How G0W0 moves the levels of cubic HfO2

In the ionic picture HfO2 consists of Hf⁴⁺ and O²⁻. The highest filled bands are mainly O 2p and the lowest empty ones mainly Hf 5d, so lifting an electron across the gap carries it from oxygen to hafnium. The notes follow two states at the zone centre Γ, where b = c = 0: the top filled band v1 and the lowest empty band c1.

One-shot G0W0 levels of cubic HfO2 (Fm-3m, a = 5.058 Å, cell relaxed with r2SCAN), starting from HSE06, computed with Ansatz 0.2.0 using plane waves and PAW without spin polarisation. The wave cutoff is 420 eV, the screening cutoff 180 eV, with 177 empty bands and a 6×6×6 k mesh. Kohn-Sham and quasiparticle levels are each measured from their own valence top.

```
band  b (fraction of the reciprocal vector)  c (fraction of the reciprocal vector)  kohn sham level (eV)  quasiparticle level (eV)  exchange less vxc (eV)  correlation (eV)  renormalisation
  v2                                      0                                      0                -0.677                    -0.737                  -4.073             3.974          0.80200
  v1                                      0                                      0                -0.677                    -0.737                  -4.073             3.974          0.80200
  c1                                      0                                      0                 5.572                     6.068                   5.308            -4.851          0.84600
  c2                                      0                                      0                 5.572                     6.068                   5.308            -4.851          0.84600
  v2                                      0                                 0.1667                -1.141                    -1.233                  -4.033             3.903          0.80200
  v1                                      0                                 0.1667                -1.141                    -1.233                  -4.033             3.903          0.80200
  c1                                      0                                 0.1667                 6.037                     6.573                   5.304            -4.806          0.84000
  c2                                      0                                 0.1667                 6.037                     6.573                   5.304            -4.806          0.84000
  v2                                      0                                -0.5000                -2.022                    -2.134                  -4.354             4.203          0.79600
  v1                                      0                                -0.5000                -2.022                    -2.134                  -4.354             4.203          0.79600
  c1                                      0                                -0.5000                 6.365                     6.894                   5.498            -5.006          0.83900
  c2                                      0                                -0.5000                 6.365                     6.894                   5.498            -5.006          0.83900
  v2                                 0.1667                                 0.1667                -0.666                    -0.712                  -4.075             3.990          0.80100
  v1                                 0.1667                                 0.1667                -0.666                    -0.712                  -4.075             3.990          0.80100
  c1                                 0.1667                                 0.1667                 5.957                     6.463                   5.443            -4.975          0.84200
  c2                                 0.1667                                 0.1667                 6.157                     6.702                   5.262            -4.755          0.83800
  v2                                 0.1667                                 0.3333                -1.217                    -1.289                  -4.085             3.975          0.80000
  v1                                 0.1667                                 0.3333                -1.095                    -1.160                  -4.122             4.018          0.80000
  c1                                 0.1667                                 0.3333                 6.394                     6.944                   5.201            -4.689          0.83500
  c2                                 0.1667                                 0.3333                 6.421                     6.947                   5.565            -5.077          0.83800
  v2                                 0.1667                                -0.1667                -2.169                    -2.322                  -4.097             3.907          0.79900
  v1                                 0.1667                                -0.1667                -0.657                    -0.695                  -4.072             3.996          0.80100
  c1                                 0.1667                                -0.1667                 6.088                     6.603                   5.382            -4.905          0.84100
  c2                                 0.1667                                -0.1667                 6.663                     7.246                   5.338            -4.793          0.83200
```

1. Is the distance from v1 to c1 at Γ the band gap?

No. In G0W0 that distance is 6.068 + 0.737 = 6.81 eV, whereas the same calculation gives a gap of 5.86 eV, the smallest on its k mesh. Among the mesh points both band edges lie at X, with b = c = −0.5, and the top filled level there is the zero of each level column. That is why even the highest filled level at Γ has a negative energy.

2. Which of the two levels does G0W0 really move?

Because each level column has its own zero, the change of a single level is better taken from its two energy terms:

shift = (exchange less vxc) + correlation
v1 at Γ: −4.073 + 3.974 = −0.099 eV
c1 at Γ: 5.308 − 4.851 = +0.457 eV

The filled level sinks a little and the empty level rises several times as far. All printed states share this pattern: filled ones go down by 0.08 to 0.19 eV, empty ones up by 0.46 to 0.55 eV. In this calculation the gap therefore opens mainly from above.

3. Why are the two terms so large and so nearly opposite?

The first term replaces the exchange and correlation that HSE06 gives a state by its full exact exchange. An O 2p electron belongs to the filled shells and gains the full exchange attraction, so its level drops. An electron in an empty Hf 5d state still exchanges with the filled hafnium shells it overlaps, but this attraction is much weaker than that of the HSE06 potential it loses, so its level climbs.

The correlation term is the answer of all the other electrons. When an electron leaves an oxygen, its surroundings polarise towards the hole and make the removal cheaper, which raises the filled level. When an electron arrives on hafnium, the surroundings polarise around it and lower the empty level. At Γ this response cancels 98 % of the exchange term for v1 and 91 % for c1. What we call the G0W0 correction is the small remainder.

4. Why does any opening remain?

Theory offers a reason, though the table does not isolate it. Inside an insulator the exchange attraction between distant electrons is weakened by the dielectric constant, here computed as about 4, which leaves a quarter of it. HSE06 also uses a quarter of exact exchange, but only at short range; at long range it has none. G0W0 restores the long-range part, which favours filled states over empty ones and so widens the gap. This gives the direction but not the pattern of question 2. On its own the missing tail is expected to lower filled and raise empty levels by similar amounts, and in total by more than is found here, so other parts of the self-energy and the unfinished basis (question 7) must also shape the result.

The argument also suggests what to expect of a neighbouring case. The more easily an insulator polarises, the weaker the tail that HSE06 leaves out, and the smaller the opening this mechanism should give.

5. Does the shift have to be multiplied by the renormalisation?

Not here. The renormalisation tells how much of an added or removed electron appears as one sharp level; the rest is spread over excitations of the other electrons. It is about 0.80 for v1 and 0.85 for c1 at Γ. The level columns show the direct gap at Γ opening by 0.556 eV, which is exactly the sum of the two full shifts, 0.457 + 0.099. Multiplying by the renormalisation would give only 0.466 eV. The natural reading is that the correlation term is taken at the quasiparticle energy itself, which already contains the renormalisation; the factor is needed only when that term is taken at the Kohn-Sham energy.

6. Can one simply push all empty bands up by the same amount?

That shortcut, the scissors shift, is only a rough guide here. The direct gap opens by 0.45 eV at X, by 0.56 eV at Γ and by 0.64 eV at L, where b = 0 and c = −0.5. The wider the direct gap at these three points, the more it opens. The order is not strict elsewhere: at b = c = 0.1667 the gap is wider than at Γ, yet it opens by no more, 0.552 eV. The rough trend suggests a stretch: measure every level from the valence top at X and multiply it by one factor, taken from the two gaps at X.

factor = 5.861 / 5.409 = 1.084
c1 at Γ: 1.084 × 5.572 = 6.04 eV

G0W0 gives 6.07 eV for this level, which played no part in setting the factor. Over the printed states the typical miss of the stretch is 0.03 eV, against 0.08 eV for the rigid shift, as the output below shows. Part of that lead comes from pinning the rigid shift at X, where the gap opens least. The stretch does worst for the filled pair at L, which it places 0.06 eV too low.

The long-range exchange of question 4 is not expected to cause it: that tail is nearly constant over a bond length and should move all filled levels alike and all empty levels alike. These data do not settle the cause. The stretch is best used as a compact description of these bands near the gap.

7. Which digits can be trusted?

The calculation stops short of the basis limit, and how far short was not tested for this crystal. The only guide is a figure from the data makers' tests on other systems, where G0W0 gaps fell short by 6 to 9 % in the median. If that held for this crystal, the gap would grow by another 0.4 to 0.6 eV, about as much as the whole step from HSE06 to G0W0. The direction of the correction is thus better founded than its size, which has not been checked against a second program either. Since filled and empty levels need not converge at the same pace, their shares in the opening are provisional too: the filled O 2p levels are expected to sink further as empty bands are added, and a shortfall of this size could even out the split found in question 2.

Small distances between levels deserve the same caution. At b = 0.1667, c = 0.3333 the two lowest empty levels are 0.027 eV apart in HSE06 and 0.003 eV apart in G0W0. Their order has no meaning, all the more because spin-orbit coupling, which matters for an atom as heavy as hafnium, is left out.

The crystal form matters as well. In pure bulk HfO2 the cubic phase is stable only at high temperature, so its gap should not be set against one measured on the ordinary monoclinic oxide.

8. What would change if the calculation started from a semilocal functional?

The starting gap would be smaller, as is usual for such functionals. Electrons that need less energy to be excited polarise more easily, so the computed screening would be stronger. One-shot G0W0 keeps the screening of its starting point. It would then open the gap by a larger step, yet usually end at a smaller gap than a hybrid start does. The size of a G0W0 correction therefore measures the starting functional as much as the material.

Output of the analysis:

```
G0W0 gap that the printed rows alone would suggest, eV: 6.763
excess of that over the true G0W0 mesh gap at X, eV: 0.902
opening of the direct gap at X from HSE06 to G0W0, eV: 0.4518
shift of the X valence top on the common scale, mean over rows, eV: -0.03825
shift of the X lowest empty level on the common scale, eV: 0.4136
shift of the valence top at Gamma on the common scale, eV: -0.099
shift of the lowest empty level at Gamma on the common scale, eV: 0.457
most negative shift of a printed filled state, eV: -0.19
least negative shift of a printed filled state, eV: -0.076
smallest shift of a printed empty state, eV: 0.457
largest shift of a printed empty state, eV: 0.545
part of the exchange term cancelled by correlation, Gamma valence top, percent: 97.57
part of the exchange term cancelled by correlation, Gamma lowest empty, percent: 91.39
opening of the direct gap at Gamma, eV: 0.556
opening of the direct gap at L, eV: 0.641
Gamma opening if the sums were wrongly multiplied by the renormalisation, eV: 0.466
stretch taken from the X gaps, percent: 8.353
rms miss of the uniform stretch over the printed rows, eV: 0.02531
largest miss of the uniform stretch, eV: 0.0569
rms miss of a rigid shift of the empty states, eV: 0.08308
largest miss of the rigid shift, eV: 0.153
c2 to c1 distance at (0.1667, 0.3333) in HSE06, eV: 0.027
c2 to c1 distance at (0.1667, 0.3333) in G0W0, eV: 0.003
difference of their exchange terms, eV: 0.364
missing gap at X if the shortfall were 6 percent, eV: 0.3741
missing gap at X if the shortfall were 9 percent, eV: 0.5797
inverse of the computed dielectric constant: 0.2477
```
